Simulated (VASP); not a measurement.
# SiNi (P2_13) in VASP: further runs, part 2 of 2

VASP 6.6.1.

**4. Electric field gradients, PBEsol, collinear spin, ferromagnetic start**

INCAR reads:

```
SYSTEM = SiNi
ALGO = Normal
EDIFF = 1E-8
ENCUT = 520
GGA = PS
ISIF = 2
ISMEAR = 0
ISPIN = 2
LASPH = .TRUE.
LCHARG = .FALSE.
LEFG = .TRUE.
LMAXMIX = 4
LORBIT = 11
LREAL = .FALSE.
LWAVE = .FALSE.
MAGMOM = 1 1 1 1 0 0 0 0
NELM = 100
PREC = Accurate
SIGMA = 0.02
```

KPOINTS reads:

```
k-points
0
G
  5 5 5
  0 0 0
```

POSCAR reads:

```
SiNi
1.0
    4.5036940000      0.0000000000      0.0000000000
    0.0000000000      4.5036940000      0.0000000000
    0.0000000000      0.0000000000      4.5036940000
Ni Si
4 4
Direct
    0.1495040000      0.1495040000      0.1495040000
    0.6495040000      0.3504960000      0.8504960000
    0.8504960000      0.6495040000      0.3504960000
    0.3504960000      0.8504960000      0.6495040000
    0.8468300000      0.8468300000      0.8468300000
    0.3468300000      0.6531700000      0.1531700000
    0.1531700000      0.3468300000      0.6531700000
    0.6531700000      0.1531700000      0.3468300000
```

Potentials or basis: VASP PAW PBE potentials, release 64 (Ni, Si).

On the command line:

```console
$ cat potpaw_PBE.64/Ni/POTCAR potpaw_PBE.64/Si/POTCAR > POTCAR
$ mpirun -np 1 vasp_std > vasp.out
```

OUTCAR:

```text
SYSTEM = SiNi
   EDIFF = 1E-8
   ENCUT = 520
   GGA = PS
   ISIF = 2
   ISMEAR = 0
   ISPIN = 2
   LASPH = .TRUE.
   LORBIT = 11
   LREAL = .FALSE.
   NELM = 100
   PREC = Accurate

 ion  position               nearest neighbor table
   1  0.150  0.150  0.150-   5 2.36   6 2.41   7 2.41   8 2.41   6 2.44   7 2.44   8 2.44   2 2.78
                             4 2.78   4 2.78   2 2.78   3 2.78   3 2.78
   2  0.650  0.350  0.850-   6 2.36   5 2.41   7 2.41   8 2.41   7 2.44   8 2.44   5 2.44   3 2.78
                             1 2.78   3 2.78   1 2.78   4 2.78   4 2.78
   3  0.850  0.650  0.350-   7 2.36   6 2.41   5 2.41   8 2.41   8 2.44   5 2.44   6 2.44   2 2.78
                             2 2.78   4 2.78   4 2.78   1 2.78   1 2.78
   4  0.350  0.850  0.650-   8 2.36   6 2.41   7 2.41   5 2.41   6 2.44   7 2.44   5 2.44   1 2.78
                             1 2.78   3 2.78   3 2.78   2 2.78   2 2.78
   5  0.847  0.847  0.847-   1 2.36   2 2.41   3 2.41   4 2.41   2 2.44   3 2.44   4 2.44   6 2.78
                             7 2.78   8 2.78   8 2.78   7 2.78   6 2.78
   6  0.347  0.653  0.153-   2 2.36   1 2.41   3 2.41   4 2.41   3 2.44   4 2.44   1 2.44   8 2.78
                             5 2.78   7 2.78   7 2.78   8 2.78   5 2.78
   7  0.153  0.347  0.653-   3 2.36   2 2.41   1 2.41   4 2.41   4 2.44   1 2.44   2 2.44   8 2.78
                             5 2.78   6 2.78   5 2.78   6 2.78   8 2.78
   8  0.653  0.153  0.347-   4 2.36   2 2.41   3 2.41   1 2.41   2 2.44   3 2.44   1 2.44   7 2.78
                             5 2.78   5 2.78   6 2.78   6 2.78   7 2.78

  LATTYP: Found a simple cubic cell.
 ALAT       =     4.5036940000

  Lattice vectors:

 A1 = (   4.5036940000,   0.0000000000,   0.0000000000)
 A2 = (   0.0000000000,   4.5036940000,   0.0000000000)
 A3 = (   0.0000000000,   0.0000000000,   4.5036940000)

Analysis of symmetry for initial positions (statically):
=====================================================================
 Subroutine PRICEL returns:
 Original cell was already a primitive cell.

 Routine SETGRP: Setting up the symmetry group for a
 simple cubic supercell.

 Subroutine GETGRP returns: Found 12 space group operations
 (whereof  3 operations were pure point group operations)
 out of a pool of 48 trial point group operations.

The static configuration has the point symmetry C_3 .
 The point group associated with its full space group is T   .

Analysis of symmetry for dynamics (positions and initial velocities):
=====================================================================
 Subroutine PRICEL returns:
 Original cell was already a primitive cell.

 Routine SETGRP: Setting up the symmetry group for a
 simple cubic supercell.

 Subroutine GETGRP returns: Found 12 space group operations
 (whereof  3 operations were pure point group operations)
 out of a pool of 48 trial point group operations.

The dynamic configuration has the point symmetry C_3 .
 The point group associated with its full space group is T   .

Analysis of structural, dynamic, and magnetic symmetry:
[... 1011 lines left out ...]

  FORCE on cell =-STRESS in cart. coord.  units (eV):
  Direction    XX          YY          ZZ          XY          YZ          ZX
  --------------------------------------------------------------------------------------
  -------------------------------------------------------------------------------------
  Total       -2.4529943     -2.4529943     -2.4529943     -0.0000000      0.0000000      0.0000000
  in kB      -43.0229805    -43.0229805    -43.0229805     -0.0000000      0.0000000      0.0000000
  external PRESSURE =     -43.0229805 kB  Pullay stress =       0.0000000 kB

 VOLUME and BASIS-vectors are now :
 -----------------------------------------------------------------------------
  energy-cutoff  :      520.00
  volume of cell :       91.35
      direct lattice vectors                 reciprocal lattice vectors
     4.503694000  0.000000000  0.000000000     0.222039952  0.000000000  0.000000000
     0.000000000  4.503694000  0.000000000     0.000000000  0.222039952  0.000000000
     0.000000000  0.000000000  4.503694000     0.000000000  0.000000000  0.222039952

 POSITION                                       TOTAL-FORCE (eV/Angst)
 -----------------------------------------------------------------------------------
      0.67332      0.67332      0.67332        -0.015990     -0.015990     -0.015990
      2.92517      1.57853      3.83037        -0.015990      0.015990      0.015990
      3.83037      2.92517      1.57853         0.015990     -0.015990      0.015990
      1.57853      3.83037      2.92517         0.015990      0.015990     -0.015990
      3.81386      3.81386      3.81386        -0.019996     -0.019996     -0.019996
      1.56202      2.94168      0.68983        -0.019996      0.019996      0.019996
      0.68983      1.56202      2.94168         0.019996     -0.019996      0.019996
      2.94168      0.68983      1.56202         0.019996      0.019996     -0.019996
 -----------------------------------------------------------------------------------
    total drift:                                0.000000      0.000000     -0.000000

  FREE ENERGIE OF THE ION-ELECTRON SYSTEM (eV)
  ---------------------------------------------------
  free  energy   TOTEN  =       -51.5408139785 eV

  energy  without entropy=      -51.5396975479  energy(sigma->0) =      -51.54025576

 Electric field gradients (V/A^2)
---------------------------------------------------------------------
 ion       V_xx      V_yy      V_zz      V_xy      V_xz      V_yz
---------------------------------------------------------------------
   1       0.000     0.000     0.000     0.758     0.758     0.758
   2       0.000     0.000     0.000    -0.758    -0.758     0.758
   3       0.000     0.000     0.000    -0.758     0.758    -0.758
   4       0.000     0.000     0.000     0.758    -0.758    -0.758
   5      -0.000     0.000    -0.000    -5.963    -5.963    -5.963
   6      -0.000     0.000    -0.000     5.963     5.963    -5.963
   7       0.000     0.000    -0.000     5.963    -5.963     5.963
   8      -0.000     0.000    -0.000    -5.963     5.963     5.963
---------------------------------------------------------------------

 Electric field gradients after diagonalization (V/A^2)
 (convention: |V_zz| > |V_xx| > |V_yy|)
----------------------------------------------------------------------
 ion       V_xx      V_yy      V_zz     asymmetry (V_yy - V_xx)/ V_zz
----------------------------------------------------------------------
   1      -0.758    -0.758     1.516       0.000
   2      -0.758    -0.758     1.516       0.000
   3      -0.758    -0.758     1.516       0.000
   4      -0.758    -0.758     1.516       0.000
   5       5.963     5.963   -11.926       0.000
   6       5.963     5.963   -11.926       0.000
   7       5.963     5.963   -11.926       0.000
   8       5.963     5.963   -11.926       0.000
----------------------------------------------------------------------

           NMR quadrupolar parameters

 Cq : quadrupolar parameter    Cq=e*Q*V_zz/h
 eta: asymmetry parameters     (V_yy - V_xx)/ V_zz
 Q  : nuclear electric quadrupole moment in mb (millibarn)
----------------------------------------------------------------------
 ion       Cq(MHz)       eta       Q (mb)
----------------------------------------------------------------------
   1       0.004       0.000       1.000
   2       0.004       0.000       1.000
   3       0.004       0.000       1.000
   4       0.004       0.000       1.000
   5      -0.029       0.000       1.000
   6      -0.029       0.000       1.000
   7      -0.029       0.000       1.000
   8      -0.029       0.000       1.000
----------------------------------------------------------------------

 total charge

# of ion       s       p       d       tot
------------------------------------------
    1        0.458   0.607   8.498   9.563
    2        0.458   0.607   8.498   9.563
    3        0.458   0.607   8.498   9.563
    4        0.458   0.607   8.498   9.563
    5        0.739   0.842   0.000   1.582
    6        0.739   0.842   0.000   1.582
    7        0.739   0.842   0.000   1.582
    8        0.739   0.842   0.000   1.582
--------------------------------------------------
tot          4.790   5.798  33.991  44.578

 magnetization (x)

# of ion       s       p       d       tot
------------------------------------------
    1       -0.000   0.000  -0.000  -0.000
    2       -0.000   0.000  -0.000  -0.000
    3       -0.000   0.000  -0.000  -0.000
    4       -0.000   0.000  -0.000  -0.000
    5       -0.000  -0.000   0.000  -0.000
    6       -0.000  -0.000   0.000  -0.000
    7       -0.000  -0.000   0.000  -0.000
    8       -0.000  -0.000   0.000  -0.000
--------------------------------------------------
tot         -0.000  -0.000  -0.000  -0.000
```

Run time: 63 s. Hardware: 1 thread of Intel Xeon 6975P-C (Granite Rapids), shared host; peak memory 0.26 GiB.

Results:

| Property | Result |
| --- | --- |
| Free energy | -51.5408 eV |
| Pressure | -4.3 GPa |
| Largest force | 0.035 eV/Å |
| Band gap on the k mesh | none (metal or under the smearing width) |
| Net moment | 0.00 μB per cell |
| Valence electrons inside the program's atomic spheres | Ni 9.56; Si 1.58 |

Forces in eV/Å, atoms in the order of the input:
```
Ni  -0.016 -0.016 -0.016
Ni  -0.016  0.016  0.016
Ni   0.016 -0.016  0.016
Ni   0.016  0.016 -0.016
Si  -0.020 -0.020 -0.020
Si  -0.020  0.020  0.020
Si   0.020 -0.020  0.020
Si   0.020  0.020 -0.020
```

Levels at points of the mesh, in eV from the Fermi level:
Spin up:
| k point | band 26 | band 27 | band 28 | band 29 | band 30 | band 31 |
| --- | --- | --- | --- | --- | --- | --- |
| (0.00, 0.00, 0.00) | -1.69 | -1.69 | 0.90 | 0.90 | 0.90 | 1.31 |
Spin down:
```tsv
k point	band 25	band 26	band 27	band 28	band 29	band 30	band 31	band 32
(0.00, 0.00, 0.00)	-1.69	-1.69	-1.69	0.90	0.90	0.90	1.31	1.31
```

Electric field gradients, principal values (V/Å²):
```csv
atom,Vxx,Vyy,Vzz
1 Ni,-0.758,-0.758,1.516
2 Ni,-0.758,-0.758,1.516
3 Ni,-0.758,-0.758,1.516
4 Ni,-0.758,-0.758,1.516
5 Si,5.963,5.963,-11.926
6 Si,5.963,5.963,-11.926
7 Si,5.963,5.963,-11.926
8 Si,5.963,5.963,-11.926
```

Caveat: the PAW data sets were made with another functional, which shifts forces and pressure a little.

**5. For comparison**

An earlier run on the cell as given: functional PBE; potentials or basis VASP PAW PBE potentials, release 64 (Ni, Si); cutoff 520 eV; k mesh 6 × 6 × 6; occupations fermi-dirac, width 0.05 eV; collinear spin, ferromagnetic start; starting moments [1.0, 1.0, 1.0, 1.0, 0.0, 0.0, 0.0, 0.0] μB.

- Pressure: 1.8 GPa
- Largest force: 0.030 eV/Å
- Band gap on the k mesh: none (metal or under the smearing width)
- Net moment: 0.00 μB per cell
- Valence electrons inside the program's atomic spheres: Ni 9.55; Si 1.58

**6. The runs side by side**

| task | level | k mesh | smearing | k mesh for the DOS | occupations for the DOS | gap on the mesh (eV) | pressure (GPa) | moment (μB) | largest force (eV/Å) |
| --- | --- | --- | --- | --- | --- | --- | --- | --- | --- |
| optical spectrum | PBEsol | 5 × 5 × 5 | gaussian 0.02 eV | - | - | none | -4.3 | 0.00 | 0.03 |
| density of states | PBEsol | 5 × 5 × 5 | gaussian 0.02 eV | 8 × 8 × 8 | tetrahedron | - | - | 0.00 | - |
| electric field gradients | PBEsol | 5 × 5 × 5 | gaussian 0.02 eV | - | - | none | -4.3 | 0.00 | 0.03 |
| single point | PBE | 6 × 6 × 6 | fermi-dirac 0.05 eV | - | - | none | 1.8 | 0.00 | 0.03 |

Alike in all rows: potentials or basis VASP PAW PBE potentials, release 64 (Ni, Si); spin collinear, ferromagnetic start; cell as given; cutoff (eV) 520.

Every run on the cell as given and a fine mesh finds a metal. The pressure there spans -4.3 GPa (PBEsol) to 1.8 GPa (PBE); a positive pressure means that this level wants a larger cell, a negative one a smaller.

Caveats: the PAW data sets were made with another functional, which shifts forces and pressure a little (some runs); spectra need much finer meshes, so this one isn't converged (some runs); independent-particle spectra lack excitons (some runs); the intraband (Drude) part of a metal's response may be missing (some runs).

Absolute energies hang on the potentials; compare differences alone.
